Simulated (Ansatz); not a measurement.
# Ge (Fd-3m) in Ansatz: reference runs

Reference runs on Ge: the cell as given and a disturbed copy.

All numbers are computed with Ansatz 0.2.0; they aren't measurements. Logs are shortened: lines on timing, memory, paths and dates and some standing lists are left out, and cuts for length are marked.

**Experimental background.**

From “Electronic and optical properties of SixGe1-x-ySny alloys lattice-matched to Ge”, 2021, arxiv:2109.02782, for a bulk crystal of Ge at 293 K: band gap 0.666 eV (indirect).

The results are compared with them further down.

### Step 1. The structure

It takes space group Fd-3m (No. 227, cubic). Conventional cell: a = 5.658 Å, b = 5.658 Å, c = 5.658 Å, α = 90.00°, β = 90.00°, γ = 90.00°. Ge (site symmetry -43m) has 4 Ge at 2.45 Å as nearest neighbours.

### Step 2. Single point, PBEsol

The input, input.yaml:

```yaml
crystal:
  lattice:
    - [0.0, 2.82891, 2.82891]
    - [2.82891, 0.0, 2.82891]
    - [2.82891, 2.82891, 0.0]
  atoms:
    - { symbol: Ge, position: [0.75, 0.75, 0.75] }
    - { symbol: Ge, position: [0.5, 0.5, 0.5] }
kpoints:
  mp_grid: { grid: [8, 8, 8] }
scf:
  occupations: { method: fermi_dirac, width: 0.05 }
hamiltonian:
  xc: pbesol
  pseudopotentials: { kind: all_electron, lapw: { basis_error: 0.001 } }
output:
  forces: true
  stress: true
  eigenvalues: true
  populations: true
```

Potentials or basis: all-electron LAPW, scalar-relativistic.

Started as:

```sh
ansatz run input.yaml --threads 1 --pin off --max-ram 3072MiB --backend cpu --events-out ev --progress --plain --runs-dir out
```

The program printed:

```text
Warning: RAYON_NUM_THREADS=1 ignored (pool sized by the plan → 1); use --threads N
Ge: projections on atomic orbitals take those of the free atom 1s2 2s2 2p6 3s2 3p6 3d10 4s2 4p2, of charge +0.00 (hamiltonian.pseudopotentials.projection_atoms)
LAPW: plane waves up to 9.115 Å⁻¹, error target 1.0e-3 eV per atom; small_component_spin mean_spin; Ge in spheres of 1.225 Å, 22 of its electrons in bands, Dirac shells [] (how accurate: hamiltonian.pseudopotentials.lapw.basis_error, Limitations)
Engine: ansatz 0.2.0, aarch64-unknown-linux-gnu
Pseudopotentials: kind: all_electron
Pseudopotential: Ge, LAPW, valence charge 22, lapw/all_electron/scalar/gaussian/Ge, Koelling and Harmon's equation, gaussian nucleus
Functional definition: PBEsol
  exchange = pbesol_x
  correlation = pbesol_c
Crystal: 2 atoms, lattice volume = 45.278 Å³
Basis set: ecut = 316.52810249866894 eV, 561 PW (Γ), exchange–correlation at level 2
Bands: 27, of which v1, the nominal top of the filled ones, is band 22 counted from 1 (21 counted from 0)
Symmetry: 48 space group operations
Space group: Fd-3m (ITA 227), of the structure as read, at distance tolerance 3.6e-5 Å
k-points: 29 of 512
Non-local potential: Ge, projectors of the file, none
Initial density: superposition of atomic densities (chi_scale 0.1, normalization cell)
Initial wavefunctions: plane waves of lowest kinetic energy (no species holds an atomic orbital)
Functional: x = pbesol(κ = 0.804, μ = 0.12345679012345678), c = pbesol(β = 0.046)
iter 1 solved again at ethr=9.36e-4 eV; its pass at ethr=1.00e-1 eV (dr2=4.12e-1 eV) is discarded
SCF iter   1: F=—  HF=-114149.784015 eV  |F-HF|=—  |Δ(HF+E_count)|=         —  Δρ=2.89e-2  dr2=4.14e-1  ethr=9.36e-4  ⟨swp⟩=2.2  Hψ=4818  notcnv=0
preconditioner: auto → none  [insulator: Δε(μ)=0.215 eV  Ē_g=24.226 eV  σ=0.050 eV  W_gap=0.60  n_scr=14 (ndim 8)  ℏωp=29.2 eV  f_vac=0.091  D(μ)=0.07/eV (n_scr^D=0)  ε∞_Penn≈2.5]
SCF iter   2: F=—  HF=-114149.683810 eV  |F-HF|=—  |Δ(HF+E_count)|=   1.00e-1  Δρ=1.26e-2  dr2=7.35e-2  ethr=9.36e-4  ⟨swp⟩=2.0  Hψ=2320  notcnv=0
iter 3 solved again at ethr=6.69e-7 eV; its pass at ethr=1.67e-4 eV (dr2=2.94e-4 eV) is discarded
SCF iter   3: F=—  HF=-114149.670788 eV  |F-HF|=—  |Δ(HF+E_count)|=   1.30e-2  Δρ=1.13e-3  dr2=2.97e-4  ethr=6.69e-7  ⟨swp⟩=2.8  Hψ=3977  notcnv=0
SCF iter   4: F=—  HF=-114149.666753 eV  |F-HF|=—  |Δ(HF+E_count)|=         —  Δρ=4.30e-4  dr2=4.53e-5  ethr=6.69e-7  ⟨swp⟩=3.0  Hψ=2353  notcnv=0
the basis was enlarged: its passes take 144.7 KiB over the memory plan, 1 of 1 planned eigensolver slots
SCF iter   5: F=—  HF=-114149.666769 eV  |F-HF|=—  |Δ(HF+E_count)|=   1.66e-5  Δρ=6.01e-5  dr2=1.04e-6  ethr=1.03e-7  ⟨swp⟩=3.0  Hψ=2238  notcnv=0
SCF iter   6: F=-114149.666771 eV  HF=-114149.666771 eV  |F-HF|=2.14e-8  |Δ(HF+E_count)|=   1.73e-6  Δρ=6.75e-6  dr2=1.46e-8  ethr=2.37e-9  ⟨swp⟩=3.0  Hψ=2296  notcnv=0
SCF 1 converged in 6 iterations: F = -114149.666771 eV  dr2 = 1.46e-8
SCF converged after 6 iterations
Free energy (F): -114149.666771 eV
Harris-Foulkes:  -114149.666771 eV  (|F-HF|=2.14e-8)
Internal energy: -114149.665846 eV  (E = F + TS)
E sigma→0 (E₀):  -114149.666308 eV
Entropy (-TS):   -0.000925 eV (-0.462 meV/atom)
Fermi energy:    9.875829 eV
--- Per-component energies (eV) ---
  E_band       = -2087.233555
  E_kinetic    = 116531.831473
  E_xc         = -4256.205789
  E_electrostatic = -226425.291530  (all electrons and nuclei)
  E_smearing   = -0.000925  (= −TS)
  E_closure    = 0.000000  (closes the sum)
  E_atoms      = -114139.838039  (free atoms, spherical and without spin; not in F)
  Σ components = -114149.666771   (vs F -114149.666771, Δ=0.00e0)
  Basis errors (estimates in eV, not in F): energy 4.3e-4 per atom: plane waves 4.0e-4 (2.3e-4 summed), levels above the bands 1.6e-66, relativity 1.3e-8, radial functions 3.7e-5, core shells 6.6e-11; eigenvalues (radial functions only) 4.2e-7; not estimated: angular momenta, meshes, grids; target (lapw.basis_error) 1.0e-3; muffin-tin radii Ge 1.225 Å
--- Forces (eV/Å), atoms counted from 1 ---
  atom   1  Ge     0.00000000     0.00000000     0.00000000
  atom   2  Ge     0.00000000     0.00000000    -0.00000000
  max |Σ_I F_I| component: 1.16e-18 eV/Å
--- Stress (GPa, compression-positive) ---
        0.645380       0.000000      -0.000000
        0.000000       0.645380      -0.000000
       -0.000000      -0.000000       0.645380
  P = ⅓ Tr σ = 0.6454 GPa (6.454 kbar)
--- Band table (eV; the first three rows and the last of 29) ---
  k-point 0: bands = ["-153.5429", "-153.5405", "-100.8549", "-100.8549", "-100.8549", "-100.8461", "-100.8461", "-100.8461", "-14.9565", "-14.9565", "-14.9565", "-14.9205", "-14.9205", "-14.7085", "-14.7085", "-14.7085", "-14.6957", "-14.6957", "-2.9387", "9.8445", "9.8556", "9.8556", "9.8556", "12.3833", "12.3833", "12.3833", "16.0809"]
  k-point 1: bands = ["-153.5429", "-153.5406", "-100.8550", "-100.8550", "-100.8547", "-100.8463", "-100.8460", "-100.8460", "-14.9646", "-14.9646", "-14.9540", "-14.9091", "-14.9091", "-14.7208", "-14.7208", "-14.7115", "-14.6852", "-14.6852", "-2.7480", "7.4834", "9.5186", "9.5186", "10.8554", "12.8331", "12.8331", "13.3025", "17.0366"]
  k-point 2: bands = ["-153.5427", "-153.5408", "-100.8552", "-100.8552", "-100.8544", "-100.8466", "-100.8458", "-100.8458", "-14.9747", "-14.9747", "-14.9478", "-14.8918", "-14.8918", "-14.7347", "-14.7347", "-14.7188", "-14.6748", "-14.6748", "-2.1945", "5.1190", "8.9702", "8.9702", "10.4718", "13.4605", "13.4605", "15.4261", "17.7094"]
  k-point 28: bands = ["-153.5417", "-153.5417", "-100.8560", "-100.8560", "-100.8505", "-100.8505", "-100.8450", "-100.8450", "-15.0043", "-15.0043", "-14.8621", "-14.8621", "-14.8132", "-14.8132", "-14.7809", "-14.7809", "-14.6417", "-14.6417", "1.0554", "1.0554", "5.9190", "5.9190", "14.1400", "14.1400", "14.4885", "14.4885", "20.8204"]
--- Löwdin populations: 2 sites ---
  site symbol       q [e]
     0     Ge     31.9793
     1     Ge     31.9793
  spilling = 0.000648 (of n_electrons = 64.000000)
```

It took 9.3 s on 1 thread of Arm Neoverse V1, shared host; peak memory 0.28 GiB.

What came out:

```
Free energy            : -114149.6668 eV
Pressure               : 0.6 GPa
Band gap on the k mesh : none (metal or under the smearing width)
```

Caveat: this crystal is a semiconductor, whose small gap the functional closes, so the metal is an error of the method.

### Step 3. Single point, PBEsol (atoms moved at random, drawn with an rms of 0.05 Å)

Edit input.yaml of step 2 so:

```diff
@@ -6,4 +6,4 @@
   atoms:
-    - { symbol: Ge, position: [0.75, 0.75, 0.75] }
-    - { symbol: Ge, position: [0.5, 0.5, 0.5] }
+    - { symbol: Ge, position: [0.760966, 0.733256, 0.753339] }
+    - { symbol: Ge, position: [0.493445, 0.489395, 0.51015] }
 kpoints:
```

Potentials or basis: all-electron LAPW, scalar-relativistic.

Started as:

```sh
ansatz run input.yaml --threads 1 --pin off --max-ram 3072MiB --backend cpu --events-out ev --progress --plain --runs-dir out
```

The program printed:

```text
Warning: RAYON_NUM_THREADS=1 ignored (pool sized by the plan → 1); use --threads N
Ge: projections on atomic orbitals take those of the free atom 1s2 2s2 2p6 3s2 3p6 3d10 4s2 4p2, of charge +0.00 (hamiltonian.pseudopotentials.projection_atoms)
LAPW: plane waves up to 9.389 Å⁻¹, error target 1.0e-3 eV per atom; small_component_spin mean_spin; Ge in spheres of 1.196 Å, 22 of its electrons in bands, Dirac shells [] (how accurate: hamiltonian.pseudopotentials.lapw.basis_error, Limitations)
[... 6 set-up lines as earlier in the session ...]
Crystal: 2 atoms, lattice volume = 45.278 Å³
Basis set: ecut = 335.8525695866984 eV, 609 PW (Γ), exchange–correlation at level 2
Bands: 27, of which v1, the nominal top of the filled ones, is band 22 counted from 1 (21 counted from 0)
Symmetry: 2 space group operations
Space group: P-1 (ITA 2), of the structure as read, at distance tolerance 3.6e-5 Å
k-points: 260 of 512
[... 2 set-up lines as earlier in the session ...]
[... 23 lines left out ...]
  E_kinetic    = 116531.975390
  E_xc         = -4256.211737
  E_electrostatic = -226425.410428  (all electrons and nuclei)
  E_smearing   = -0.000926  (= −TS)
  E_closure    = 0.000000  (closes the sum)
  E_atoms      = -114139.838039  (free atoms, spherical and without spin; not in F)
  Σ components = -114149.647701   (vs F -114149.647701, Δ=0.00e0)
  Basis errors (estimates in eV, not in F): energy 4.4e-4 per atom: plane waves 4.0e-4 (2.3e-4 summed), levels above the bands 1.6e-66, relativity 1.3e-8, radial functions 4.6e-5, core shells 7.0e-11; eigenvalues (radial functions only) 4.4e-7; not estimated: angular momenta, meshes, grids; target (lapw.basis_error) 1.0e-3; muffin-tin radii Ge 1.196 Å
--- Forces (eV/Å), atoms counted from 1 ---
  atom   1  Ge     0.43133809    -0.36787894    -0.38669305
  atom   2  Ge    -0.43133809     0.36787894     0.38669305
  max |Σ_I F_I| component: 0.00e0 eV/Å
--- Stress (GPa, compression-positive) ---
        0.772057      -1.079106      -1.022826
       -1.079106       0.791969       1.211659
       -1.022826       1.211659       0.786358
  P = ⅓ Tr σ = 0.7835 GPa (7.835 kbar)
--- Band table (eV; the first three rows and the last of 260) ---
  k-point 0: bands = ["-153.5477", "-153.5452", "-100.8598", "-100.8598", "-100.8594", "-100.8525", "-100.8522", "-100.8475", "-14.9800", "-14.9537", "-14.9521", "-14.9259", "-14.9257", "-14.7183", "-14.7175", "-14.7035", "-14.7003", "-14.7001", "-2.9433", "9.5501", "9.8431", "9.9947", "10.0289", "12.2468", "12.2717", "12.6214", "16.0759"]
  k-point 1: bands = ["-153.5476", "-153.5453", "-100.8598", "-100.8597", "-100.8595", "-100.8526", "-100.8522", "-100.8475", "-14.9859", "-14.9610", "-14.9497", "-14.9165", "-14.9147", "-14.7268", "-14.7214", "-14.7198", "-14.6932", "-14.6857", "-2.7544", "7.5458", "9.3031", "9.6558", "10.8160", "12.6974", "12.9823", "13.3336", "17.0223"]
  k-point 2: bands = ["-153.5474", "-153.5454", "-100.8600", "-100.8597", "-100.8593", "-100.8527", "-100.8520", "-100.8474", "-14.9947", "-14.9693", "-14.9427", "-14.9003", "-14.8985", "-14.7389", "-14.7353", "-14.7291", "-14.6856", "-14.6743", "-2.2078", "5.1888", "8.7858", "9.1104", "10.4099", "13.2538", "13.6406", "15.4477", "17.6791"]
  k-point 259: bands = ["-153.5471", "-153.5457", "-100.8603", "-100.8600", "-100.8588", "-100.8527", "-100.8520", "-100.8474", "-15.0018", "-14.9729", "-14.9367", "-14.8850", "-14.8848", "-14.7488", "-14.7481", "-14.7359", "-14.6809", "-14.6652", "-0.8808", "2.3039", "8.2747", "8.6108", "9.9332", "13.3003", "13.7736", "16.7951", "20.3529"]
--- Löwdin populations: 2 sites ---
  site symbol       q [e]
     0     Ge     31.9791
     1     Ge     31.9791
  spilling = 0.000652 (of n_electrons = 64.000000)
```

populations.tsv:

```text
# site	symbol	l	j	q
# orbitals = lowdin
# n_electrons = 64.000000
# spilling = 0.000652
# projection_atom_Ge: 1s2 2s2 2p6 3s2 3p6 3d10 4s2 4p2
0	Ge	0_1S	-	1.999988
0	Ge	0_2S	-	1.999430
0	Ge	0_3S	-	1.987419
0	Ge	0_4S	-	1.316913
0	Ge	1_2P	-	5.999988
0	Ge	1_3P	-	5.996747
0	Ge	1_4P	-	2.683807
0	Ge	2_3D	-	9.994835
1	Ge	0_1S	-	1.999988
1	Ge	0_2S	-	1.999430
1	Ge	0_3S	-	1.987419
1	Ge	0_4S	-	1.316913
1	Ge	1_2P	-	5.999988
1	Ge	1_3P	-	5.996747
1	Ge	1_4P	-	2.683807
1	Ge	2_3D	-	9.994835
```

Wall time 76 s (1 thread of Arm Neoverse V1, shared host); peak memory 0.84 GiB.

Results:

```yaml
Free_energy: -114149.6477 eV
Pressure: 0.8 GPa
Largest_force: 0.686 eV/Å
Band_gap_on_the_k_mesh: none (metal or under the smearing width)
```

Forces in eV/Å, atoms in the order of the input:
```
Ge   0.431 -0.368 -0.387
Ge  -0.431  0.368  0.387
```

Levels at points of the mesh, in eV from the Fermi level:
```
              k point  band 18  band 19  band 20  band 21  band 22  band 23  band 24  band 25  band 26  band 27
   (0.00, 0.00, 0.00)   -24.59   -12.83    -0.34    -0.05     0.11     0.14     2.36     2.38     2.73     6.19
  (0.00, 0.00, -0.50)   -24.55   -10.78    -7.55    -1.61    -1.29     0.03     3.41     3.87     6.90    10.50
  (0.00, -0.50, 0.00)   -24.55   -10.78    -7.56    -1.61    -1.29     0.03     3.41     3.87     6.90    10.49
 (0.00, -0.50, -0.50)   -24.54    -9.07    -8.80    -3.17    -3.07     0.52     0.73     9.37     9.54    11.30
  (-0.50, 0.00, 0.00)   -24.55   -10.60    -7.95    -1.43    -1.40     0.23     3.73     3.77     7.01    10.10
 (-0.50, 0.00, -0.50)   -24.54    -9.05    -8.83    -3.16    -3.08     0.54     0.71     9.38     9.53    11.32
 (-0.50, -0.50, 0.00)   -24.54    -9.06    -8.82    -3.16    -3.08     0.53     0.72     9.38     9.53    11.31
(-0.50, -0.50, -0.50)   -24.55   -10.77    -7.58    -1.61    -1.28     0.04     3.41     3.89     6.91    10.46
```

### Step 4. Against experiment

Step 2. A measured gap of Ge is 0.666 eV (indirect; 293 K; “Electronic and optical properties of SixGe1-x-ySny alloys lattice-matched to Ge”, 2021, arxiv:2109.02782); the calculated 0.00 eV misses it by -0.67 eV. 3 values of this kind are on record (0.666 to 0.807 eV); this one was drawn at random among those near their median. Spin-orbit coupling on Ge is left out. The value is that of PBEsol on a finite k mesh, which can miss the band edges, without temperature or zero-point motion. Semilocal functionals fall short of measured gaps as a rule.
